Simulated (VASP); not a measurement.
Crystal: MgS (Niningerite).

```
CELL_PARAMETERS angstrom
0.00000 2.60165 2.60165
2.60165 0.00000 2.60165
2.60165 2.60165 0.00000
ATOMIC_POSITIONS crystal
S 0.50000 0.50000 0.50000
Mg 0.00000 0.00000 0.00000
```

Base run:

```yaml
Program: VASP 6.6.1
Functional: RPBE
Potentials_or_basis: VASP PAW PBE potentials, release 64 (S_GW, Mg_GW)
Cutoff: 550 eV
k_mesh: 9 × 9 × 9
Occupations: gaussian, width 0.1 eV
Spin: no spin polarisation
```

Its results: band gap on the k mesh 3.04 eV, indirect (least direct gap 3.86 eV); pressure 3.0 GPa.

Question: The run is repeated on the same cell with these changes: functional from RPBE to PBE; occupations from gaussian, width 0.1 eV to gaussian, width 0.02 eV. What comes out?

Answer: Band gap on the k mesh 2.90 eV, indirect (least direct gap 3.71 eV); pressure 0.9 GPa.

Caveats: an odd mesh through Γ misses points on the zone boundary, where band edges often lie; the PAW data sets were made with another functional, which shifts forces and pressure a little (some runs).
